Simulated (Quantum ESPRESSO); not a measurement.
## SnO: phonons with LDA

Crystal: SnO.

```
CELL_PARAMETERS angstrom
3.13193 0.00000 0.00000
0.00000 3.13193 0.00000
0.00000 0.00000 3.13193
ATOMIC_POSITIONS crystal
Sn 0.00000 0.00000 0.00000
O 0.50000 0.50000 0.50000
```

The cell was built by a generator and needn't be a form met in nature.

```
Program                     : Quantum ESPRESSO 7.5
Task                        : phonons
Functional                  : LDA
Potentials or basis         : PseudoDojo 0.4.1 SR LDA standard
Cutoff                      : 1143 eV
Density cutoff              : 4572 eV
k mesh                      : 9 × 9 × 9
Occupations                 : cold, width 0.2 eV
Spin                        : no spin polarisation
Target pressure             : 8 GPa
Form of the LDA correlation : PW92
Mixing beta                 : 0.5
Most SCF iterations         : 120
SCF threshold               : 4e-10 Ry
```

```json
{
 "Relaxed volume": "13.41 Å³/atom",
 "Relaxed cell": "a = 2.993 Å, b = 2.993 Å, c = 2.993 Å, α = 90.00°, β = 90.00°, γ = 90.00°",
 "Space group after relaxing (to 0.05 Å)": "Pm-3m (No. 221)",
 "Pressure after relaxing": "8.2 GPa",
 "Band gap on the k mesh": "0.10 eV, indirect (least direct gap 1.06 eV)",
 "Electronic dielectric tensor (diagonal)": "25.33",
 "Born charges (mean of the diagonal)": "Sn +5.42; O -5.35 e",
 "Highest phonon frequency at Γ, LO-TO splitting left out": "-2 cm⁻¹",
 "Most unstable mode": "268i cm⁻¹"
}
```

The path:
| step | energy change (eV) | largest force (eV/Å) | pressure (GPa) | volume (Å³) |
| --- | --- | --- | --- | --- |
| 1 | 0.0000 | 0.0000 | -8.23 | 30.72 |
| 2 | -0.0637 | 0.0000 | 0.65 | 28.25 |
| 3 | -0.0080 | 0.0000 | 10.00 | 26.49 |
| 4 | -0.0279 | 0.0000 | 7.84 | 26.85 |
| 5 | -0.0266 | 0.0000 | 8.00 | 26.82 |
| 6 | -0.0266 | 0.0000 | 8.00 | 26.82 |

Final structure:
```yaml
crystal:
  lattice:
    - [2.99328, 0.00000, 0.00000]
    - [0.00000, 2.99328, 0.00000]
    - [0.00000, 0.00000, 2.99328]
  atoms:
    - { symbol: Sn, position: [0.00000, 0.00000, 0.00000] }
    - { symbol: O, position: [0.50000, 0.50000, 0.50000] }
```

Levels at points of the mesh, in eV from the valence-band top:
```csv
k point,band 8,band 9,band 10,band 11,band 12,band 13
"(0.00, 0.00, 0.00)",-2.97,-2.97,-2.97,8.33,8.33,9.01
```

Phonon frequencies in cm⁻¹ (negative: imaginary):
```csv
q point,frequencies
"(0.000, 0.000, 0.000)",-268 -268 -268 -2 -2 -2
```

Electronic dielectric tensor:
```
25.33  0.00  0.00
 0.00 25.33  0.00
 0.00  0.00 25.33
```

Born effective charge tensors (e):
atom 1, Sn
```
5.42 0.00 0.00
0.00 5.42 0.00
0.00 0.00 5.42
```
atom 2, O
```
-5.35  0.00  0.00
 0.00 -5.35  0.00
 0.00  0.00 -5.35
```

Optical modes at Γ, degenerate ones joined, polar ones without the macroscopic field:
```tsv
cm⁻¹	components	symmetry	active in	IR intensity, summed ((D/Å)²/amu)
268i	3	T1u	IR	142.49
```

Zone-centre frequencies without and with the macroscopic field along z (cm⁻¹):
```
                optical modes in rising order
       without                 268i 268i 268i
with the field                  268i 268i 278
```

It took 3.7 min on 1 thread of Intel(R) Xeon(R) 6975P-C (Granite Rapids), with other jobs on the host, peak memory 0.07 GiB.

Caveat: the mesh is thin for the dielectric tensor, Born charges and intensities, which usually come out too large; some modes are imaginary; the cell is more than 3 GPa from zero pressure, which shifts response properties; the gap is small at this level, which inflates the dielectric constant; this smearing can shift energies of a crystal with a gap; the gap on the mesh is small and may close between mesh points, in which case fixed occupations spoil the response; on a mesh that holds Γ this program's dielectric tensor can be off by some percent beyond the error of the mesh; spin-orbit coupling is left out, which moves the levels of the heavy elements; the Born charges break their sum rule by 0.07 e, a sign of too thin a mesh; an odd mesh through Γ misses points on the zone boundary, where band edges often lie.
